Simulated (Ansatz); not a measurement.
Crystal: Co.

```
Co
1.0
     2.47200    0.00000    0.00000
    -1.23600    2.14081    0.00000
     0.00000    0.00000    4.02114
Co
2
Direct
  0.66667 0.33333 0.75000
  0.33333 0.66667 0.25000
```

| Item | Value |
| --- | --- |
| Program | Ansatz 0.2.0 |
| Task | relaxation of cell and atoms |
| Functional | LDA |
| Potentials or basis | Ansatz PAW |
| Cutoff | 420 eV (not typed: the program's choice for these potentials) |
| k mesh | 12 × 12 × 7 |
| Occupations | fermi-dirac, width 0.05 eV |
| Spin | collinear spin, ferromagnetic start |
| Starting moments | [2.0, 2.0] μB |

At the start: volume 10.64 Å³/atom.

Where does the relaxation end?

It ends after 8 steps and the volume is 10.00 Å³/atom (-6.1 %); space group P6_3/mmc (No. 194, to 0.05 Å); moment 2.98 μB per cell.

The path:
```
step  energy change (eV)  largest force (eV/Å)  volume (Å³)
   1              0.0000                0.0000        21.28
   2             -0.0510                0.0000        20.57
   3             -0.0657                0.0000        19.91
   4             -0.0659                0.0000        20.01
   5             -0.0659                0.0000        20.00
   6             -0.0643                0.0000        20.00
   7             -0.0643                0.0000        19.99
   8             -0.0643                0.0000        19.99
```

Final structure:
```
Co
1.0
     2.42758    0.00000    0.00000
    -1.21379    2.10235    0.00000
     0.00000    0.00000    3.91709
Co
2
Direct
  0.66667 0.33333 0.75000
  0.33333 0.66667 0.25000
```

Caveat: the plane-wave basis is chosen anew once the cell has moved, so the energies of steps on either side of that aren't comparable; the pressure holds a Pulay correction of +0.3 GPa for the finite cutoff; the PAW data sets come from PBE, with cores solved anew for the run's functional, which leaves a small shift of forces and pressure.
